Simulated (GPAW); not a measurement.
# SiC (Moissanite) (P6_3mc) in GPAW: notebook

The runs below take SiC (Moissanite) through relaxation of cell and atoms, single point, with PW91, PW91+D4, PBE, RPBE, BLYP+D3(BJ).

Program: GPAW 26.7.0. These are calculated values, not measurements. Logs are shortened: lines on timing, memory, paths and dates and some standing lists are left out, and cuts for length are marked. The log counts tension as positive stress, the text compression.

**1. The crystal as given**

It takes space group P6_3mc (No. 186, hexagonal). The conventional cell has a = 3.076 Å, b = 3.076 Å, c = 5.048 Å, α = 90.00°, β = 90.00°, γ = 120.00°. Around Si (site symmetry 3m) lie 4 C at 1.87 to 1.94 Å. C (site symmetry 3m) has 4 Si at 1.87 to 1.94 Å as nearest neighbours.

**2. Relaxation of cell and atoms, PW91**

Contents of run.py:

```python
from ase import Atoms
from ase.filters import FrechetCellFilter
from ase.io import write
from ase.optimize import BFGS
from gpaw import GPAW, PW, setup_paths

setup_paths.insert(0, '.')

atoms = Atoms(['Si', 'Si', 'C', 'C'],
              cell=[[3.076, 0.0, 0.0],
                    [-1.538, 2.663894142, 0.0],
                    [0.0, 0.0, 5.048]],
              scaled_positions=[[0.6666666667, 0.3333333333, 0.5],
                                [0.3333333333, 0.6666666667, 0.0],
                                [0.6666666667, 0.3333333333, 0.885],
                                [0.3333333333, 0.6666666667, 0.385]],
              pbc=True)

calc = GPAW(mode=PW(800),
            xc='GGA_X_PW91+GGA_C_PW91',
            kpts={'size': (7, 7, 4), 'gamma': True},
            occupations={'name': 'fermi-dirac', 'width': 0.05},
            nbands=18,
            convergence={'density': 1e-06, 'energy': 1e-06, 'eigenstates': 1e-10},
            maxiter=150,
            txt='gpaw.txt')
atoms.calc = calc
opt = BFGS(FrechetCellFilter(atoms), trajectory='relax.traj', logfile='-')
done = opt.run(fmax=0.05, steps=40)
calc.write('gs.gpw')
write('result.traj', atoms)
print('Converged:', done)
print('Cell:', atoms.cell.cellpar().round(4))
print('Volume:', round(atoms.get_volume(), 4))
print(atoms.get_scaled_positions().round(5))
```

Potentials or basis: PAW data sets generated in the run's folder for this functional, pw.

Started as:

```
> gpaw-setup -f GGA_X_PW91+GGA_C_PW91 C Si
> OMP_NUM_THREADS=1 python run.py
```

gpaw.txt:

```text
__  _  _
 | _ |_)|_||  |
 |__||  | ||/\| - 26.7.0

Input parameters:
  mode=PW(ecut=800.0),
  convergence={'density': 1e-06, 'energy': 1e-06, 'eigenstates': 1e-10},
  kpts=MonkhorstPack(size=(7, 7, 4), gamma=True),
  maxiter=150,
  nbands=18,
  occupations=Occupations(name='fermi-dirac', width=0.05),
  xc=XC(name='GGA_X_PW91+GGA_C_PW91')

Diagonalizing LCAO Hamiltonian
Converting LCAO to pw mode

           C

           Si
        C

        Si

Atoms  # Å, Bohr magnetons
|   | symbol |         x |        y |        z |    initial magnetic moments |
|---|--------|-----------|----------|----------|-----------------------------|
| 0 |     Si |  1.538000 | 0.887965 | 2.524000 | ( 0.0000,  0.0000,  0.0000) |
| 1 |     Si | -0.000000 | 1.775929 | 0.000000 | ( 0.0000,  0.0000,  0.0000) |
| 2 |      C |  1.538000 | 0.887965 | 4.467480 | ( 0.0000,  0.0000,  0.0000) |
| 3 |      C | -0.000000 | 1.775929 | 1.943480 | ( 0.0000,  0.0000,  0.0000) |

Unit cell  # Å
| periodic |         x |        y |        z |  lengths |     angles |
|----------|-----------|----------|----------|----------|------------|
|      yes |  3.076000 | 0.000000 | 0.000000 | 3.076000 |  90.000000 |
|      yes | -1.538000 | 2.663894 | 0.000000 | 3.076000 |  90.000000 |
|      yes |  0.000000 | 0.000000 | 5.048000 | 5.048000 | 120.000000 |

Number of symmetries: 6
Symmetry operations  # r_c * U_cc + t_c -> r_c
|   | kind |            matrix            |
|---|------|------------------------------|
| 0 |  σ   |  1, 1, 0,  0,-1, 0,  0, 0, 1 |
| 1 |  E   |  1, 0, 0,  0, 1, 0,  0, 0, 1 |
| 2 |  C3  |  0, 1, 0, -1,-1, 0,  0, 0, 1 |
| 3 |  σ   |  0,-1, 0, -1, 0, 0,  0, 0, 1 |
| 4 |  σ   | -1, 0, 0,  1, 1, 0,  0, 0, 1 |
| 5 |  C3  | -1,-1, 0,  1, 0, 0,  0, 0, 1 |

BZ-sampling:
  Number of BZ points: 196
  Number of IBZ points: 28
[... 183 lines left out ...]
Gap: 2.663 eV
Transition (v -> c):
  (s=0, k=0, n=7, [0.00, 0.00, 0.00]) -> (s=0, k=22, n=8, [0.43, 0.29, 0.00])
Direct/indirect transitions are different
Direct gap: 4.155 eV
Transition at: (s=0, k=19, n=7, [0.43, 0.00, 0.00])

Stress tensor  # eV/Ang^3
|         x |         y |         z |
|-----------|-----------|-----------|
| -0.038245 |  0.000000 |  0.000000 |
|  0.000000 | -0.038245 | -0.000000 |
|  0.000000 | -0.000000 | -0.007558 |

Forces  # eV/Ang
|        x |       y |        z |
|----------|---------|----------|
|  0.00000 | 0.00000 |  0.76506 |  # Si   0
| -0.00000 | 0.00000 |  0.76506 |  # Si   1
| -0.00000 | 0.00000 | -0.76334 |  # C    2
|  0.00000 | 0.00000 | -0.76335 |  # C    3

Interpolating wave functions to new cell

           C

           Si
        C

        Si

Atoms  # Å, Bohr magnetons
|   | symbol |         x |        y |        z |    initial magnetic moments |
|---|--------|-----------|----------|----------|-----------------------------|
| 0 |     Si |  1.540174 | 0.889220 | 2.535637 | ( 0.0000,  0.0000,  0.0000) |
| 1 |     Si | -0.000000 | 1.778440 | 0.010933 | ( 0.0000,  0.0000,  0.0000) |
| 2 |      C |  1.540174 | 0.889220 | 4.457819 | ( 0.0000,  0.0000,  0.0000) |
| 3 |      C | -0.000000 | 1.778440 | 1.933115 | ( 0.0000,  0.0000,  0.0000) |

Unit cell  # Å
| periodic |         x |         y |        z |  lengths |     angles |
|----------|-----------|-----------|----------|----------|------------|
|      yes |  3.080348 | -0.000000 | 0.000000 | 3.080348 |  90.000000 |
|      yes | -1.540174 |  2.667660 | 0.000000 | 3.080348 |  90.000000 |
|      yes | -0.000000 |  0.000000 | 5.049409 | 5.049409 | 120.000000 |

Number of symmetries: 6
Symmetry operations  # r_c * U_cc + t_c -> r_c
|   | kind |            matrix            |
|---|------|------------------------------|
| 0 |  σ   |  1, 1, 0,  0,-1, 0,  0, 0, 1 |
| 1 |  E   |  1, 0, 0,  0, 1, 0,  0, 0, 1 |
| 2 |  C3  |  0, 1, 0, -1,-1, 0,  0, 0, 1 |
| 3 |  σ   |  0,-1, 0, -1, 0, 0,  0, 0, 1 |
| 4 |  σ   | -1, 0, 0,  1, 1, 0,  0, 0, 1 |
| 5 |  C3  | -1,-1, 0,  1, 0, 0,  0, 0, 1 |

BZ-sampling:
  Number of BZ points: 196
  Number of IBZ points: 28
[... 210 lines left out ...]
        Si

Atoms  # Å, Bohr magnetons
|   | symbol |         x |        y |        z |    initial magnetic moments |
|---|--------|-----------|----------|----------|-----------------------------|
| 0 |     Si |  1.543718 | 0.891266 | 2.552517 | ( 0.0000,  0.0000,  0.0000) |
| 1 |     Si | -0.000000 | 1.782532 | 0.024853 | ( 0.0000,  0.0000,  0.0000) |
| 2 |      C |  1.543718 | 0.891266 | 4.449169 | ( 0.0000,  0.0000,  0.0000) |
| 3 |      C | -0.000000 | 1.782532 | 1.921506 | ( 0.0000,  0.0000,  0.0000) |

Unit cell  # Å
| periodic |         x |        y |         z |  lengths |     angles |
|----------|-----------|----------|-----------|----------|------------|
|      yes |  3.087436 | 0.000000 |  0.000000 | 3.087436 |  90.000000 |
|      yes | -1.543718 | 2.673798 | -0.000000 | 3.087436 |  90.000000 |
|      yes |  0.000000 | 0.000000 |  5.055328 | 5.055328 | 120.000000 |

Number of symmetries: 6
Symmetry operations  # r_c * U_cc + t_c -> r_c
|   | kind |            matrix            |
|---|------|------------------------------|
| 0 |  σ   |  1, 1, 0,  0,-1, 0,  0, 0, 1 |
| 1 |  E   |  1, 0, 0,  0, 1, 0,  0, 0, 1 |
| 2 |  C3  |  0, 1, 0, -1,-1, 0,  0, 0, 1 |
| 3 |  σ   |  0,-1, 0, -1, 0, 0,  0, 0, 1 |
| 4 |  σ   | -1, 0, 0,  1, 1, 0,  0, 0, 1 |
| 5 |  C3  | -1,-1, 0,  1, 0, 0,  0, 0, 1 |

BZ-sampling:
  Number of BZ points: 196
  Number of IBZ points: 28
[... 211 lines left out ...]
        Si

Atoms  # Å, Bohr magnetons
|   | symbol |         x |        y |        z |    initial magnetic moments |
|---|--------|-----------|----------|----------|-----------------------------|
| 0 |     Si |  1.544313 | 0.891610 | 2.553489 | ( 0.0000,  0.0000,  0.0000) |
| 1 |     Si | -0.000000 | 1.783219 | 0.024000 | ( 0.0000,  0.0000,  0.0000) |
| 2 |      C |  1.544313 | 0.891610 | 4.453244 | ( 0.0000,  0.0000,  0.0000) |
| 3 |      C | -0.000000 | 1.783219 | 1.923754 | ( 0.0000,  0.0000,  0.0000) |

Unit cell  # Å
| periodic |         x |        y |         z |  lengths |     angles |
|----------|-----------|----------|-----------|----------|------------|
|      yes |  3.088626 | 0.000000 | -0.000000 | 3.088626 |  90.000000 |
|      yes | -1.544313 | 2.674829 |  0.000000 | 3.088626 |  90.000000 |
|      yes |  0.000000 | 0.000000 |  5.058978 | 5.058978 | 120.000000 |

Number of symmetries: 6
Symmetry operations  # r_c * U_cc + t_c -> r_c
|   | kind |            matrix            |
|---|------|------------------------------|
| 0 |  σ   |  1, 1, 0,  0,-1, 0,  0, 0, 1 |
| 1 |  E   |  1, 0, 0,  0, 1, 0,  0, 0, 1 |
| 2 |  C3  |  0, 1, 0, -1,-1, 0,  0, 0, 1 |
| 3 |  σ   |  0,-1, 0, -1, 0, 0,  0, 0, 1 |
| 4 |  σ   | -1, 0, 0,  1, 1, 0,  0, 0, 1 |
| 5 |  C3  | -1,-1, 0,  1, 0, 0,  0, 0, 1 |

BZ-sampling:
  Number of BZ points: 196
  Number of IBZ points: 28
[... 180 lines left out ...]
Gap: 2.621 eV
Transition (v -> c):
  (s=0, k=0, n=7, [0.00, 0.00, 0.00]) -> (s=0, k=22, n=8, [0.43, 0.29, 0.00])
Direct/indirect transitions are different
Direct gap: 4.006 eV
Transition at: (s=0, k=19, n=7, [0.43, 0.00, 0.00])

Stress tensor  # eV/Ang^3
|         x |         y |         z |
|-----------|-----------|-----------|
| -0.008960 |  0.000000 |  0.000000 |
| -0.000000 | -0.008960 |  0.000000 |
|  0.000000 |  0.000000 | -0.016723 |

Forces  # eV/Ang
|        x |       y |        z |
|----------|---------|----------|
| -0.00000 | 0.00000 | -0.04373 |  # Si   0
|  0.00000 | 0.00000 | -0.04373 |  # Si   1
| -0.00000 | 0.00000 |  0.04306 |  # C    2
|  0.00000 | 0.00000 |  0.04306 |  # C    3

Interpolating wave functions to new cell

           C

           Si
        C

        Si

Atoms  # Å, Bohr magnetons
|   | symbol |         x |        y |        z |    initial magnetic moments |
|---|--------|-----------|----------|----------|-----------------------------|
| 0 |     Si |  1.547654 | 0.893538 | 2.561232 | ( 0.0000,  0.0000,  0.0000) |
| 1 |     Si | -0.000000 | 1.787076 | 0.022773 | ( 0.0000,  0.0000,  0.0000) |
| 2 |      C |  1.547654 | 0.893538 | 4.470300 | ( 0.0000,  0.0000,  0.0000) |
| 3 |      C | -0.000000 | 1.787076 | 1.931841 | ( 0.0000,  0.0000,  0.0000) |

Unit cell  # Å
| periodic |         x |         y |        z |  lengths |     angles |
|----------|-----------|-----------|----------|----------|------------|
|      yes |  3.095307 | -0.000000 | 0.000000 | 3.095307 |  90.000000 |
|      yes | -1.547654 |  2.680615 | 0.000000 | 3.095307 |  90.000000 |
|      yes |  0.000000 |  0.000000 | 5.076917 | 5.076917 | 120.000000 |

Number of symmetries: 6
Symmetry operations  # r_c * U_cc + t_c -> r_c
|   | kind |            matrix            |
|---|------|------------------------------|
| 0 |  σ   |  1, 1, 0,  0,-1, 0,  0, 0, 1 |
| 1 |  E   |  1, 0, 0,  0, 1, 0,  0, 0, 1 |
| 2 |  C3  |  0, 1, 0, -1,-1, 0,  0, 0, 1 |
| 3 |  σ   |  0,-1, 0, -1, 0, 0,  0, 0, 1 |
| 4 |  σ   | -1, 0, 0,  1, 1, 0,  0, 0, 1 |
| 5 |  C3  | -1,-1, 0,  1, 0, 0,  0, 0, 1 |

BZ-sampling:
  Number of BZ points: 196
  Number of IBZ points: 28
[... 188 lines left out ...]
Stress tensor  # eV/Ang^3
|         x |         y |         z |
|-----------|-----------|-----------|
| -0.000349 |  0.000000 |  0.000000 |
| -0.000000 | -0.000349 |  0.000000 |
|  0.000000 |  0.000000 | -0.001859 |

Forces  # eV/Ang
|        x |        y |        z |
|----------|----------|----------|
| -0.00000 |  0.00000 |  0.01398 |  # Si   0
|  0.00000 |  0.00000 |  0.01398 |  # Si   1
|  0.00000 | -0.00000 | -0.01458 |  # C    2
|  0.00000 | -0.00000 | -0.01458 |  # C    3

# Writing to gs.gpw (mode='')
```

Run time: 98 s. Hardware: 1 thread of Arm Neoverse V2, shared host; peak memory 0.23 GiB.

What came out:

- Free energy: -30.0474 eV
- Relaxed volume: 10.53 Å³/atom
- Relaxed cell: a = 3.095 Å, b = 3.095 Å, c = 5.077 Å, α = 90.00°, β = 90.00°, γ = 120.00°
- Space group after relaxing (to 0.05 Å): P6_3mc (No. 186)
- Energy gained by relaxing: 12.0 meV/atom
- Ionic steps: 5
- Pressure after relaxing: 0.1 GPa
- Largest force after relaxing: 0.015 eV/Å
- Band gap on the k mesh: 2.65 eV, indirect (least direct gap 4.01 eV)

Forces on the atoms (eV/Å):
```
Si   0.000  0.000  0.014
Si   0.000  0.000  0.014
C    0.000  0.000 -0.015
C    0.000  0.000 -0.015
```

Stress tensor (GPa, compression positive):
```
0.06 0.00 0.00
0.00 0.06 0.00
0.00 0.00 0.30
```

Step by step:
| step | energy change (eV) | largest force (eV/Å) | pressure (GPa) | volume (Å³) |
| --- | --- | --- | --- | --- |
| 1 | 0.0000 | 0.7651 | 4.49 | 41.36 |
| 2 | -0.0299 | 0.4141 | 3.57 | 41.49 |
| 3 | -0.0442 | 0.0786 | 2.18 | 41.73 |
| 4 | -0.0454 | 0.0437 | 1.85 | 41.79 |
| 5 | -0.0481 | 0.0146 | 0.14 | 42.12 |

Final structure:
```yaml
crystal:
  lattice:
    - [3.09531, 0.00000, 0.00000]
    - [-1.54765, 2.68061, 0.00000]
    - [0.00000, 0.00000, 5.07692]
  atoms:
    - { symbol: Si, position: [0.66667, 0.33333, 0.50449] }
    - { symbol: Si, position: [0.33333, 0.66667, 0.00449] }
    - { symbol: C, position: [0.66667, 0.33333, 0.88051] }
    - { symbol: C, position: [0.33333, 0.66667, 0.38051] }
```

Levels at points of the mesh, in eV from the valence-band top:
```
           k point  band 6  band 7  band 8  band 9  band 10  band 11
(0.00, 0.00, 0.00)   -0.10    0.00    0.00    4.66     6.06     6.56
(0.00, 0.00, 0.50)   -0.71   -0.71   -0.71    5.75     5.75     7.26
```

Caveat: later steps reuse the first step's grids; an odd mesh through Γ misses points on the zone boundary, where band edges often lie. Zero-point motion and thermal expansion aren't in these numbers.

(Continued in part 2 of 3.)
